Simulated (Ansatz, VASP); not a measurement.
# One calculation of InPd, two programs

```
In Pd
1.0
     0.00000    2.74607    2.74607
     2.74607    0.00000    2.74607
     2.74607    2.74607    0.00000
In Pd
1 1
Cartesian
  0.0000 0.0000 0.0000
  2.7461 2.7461 2.7461
```

The cell was built by a generator and needn't be a form met in nature.

Alike in both runs: task relaxation of cell and atoms; functional PBE; k mesh 8 × 8 × 8; occupations fermi-dirac, width 0.05 eV; no spin polarisation.

|  | VASP | Ansatz |
| --- | --- | --- |
| version | VASP 6.6.1 | Ansatz 0.2.0 |
| potentials or method | VASP PAW PBE potentials, release 64 (In_d, Pd) | Ansatz PAW |
| plane-wave cutoff (eV) | 600 | 420 |
| valence electrons in the cell | 23 | 31 |

|  | VASP | Ansatz | Ansatz less VASP |
| --- | --- | --- | --- |
| gap on the k mesh at the Fermi level, each at its own relaxed structure (eV) | none | none | - |
| relaxed volume (Å³/atom) | 20.76 | 20.75 | -0.013 |
| relaxed cell length with the largest relative difference (Å) | 3.887 | 3.886 | -0.0008 |

A gap of «none» marks a metal or a gap that the smearing closes. The two sets of potentials don't hold the same shells in valence.

Caveats: the plane-wave basis is chosen anew once the cell has moved, so the energies of steps on either side of that aren't comparable (Ansatz).
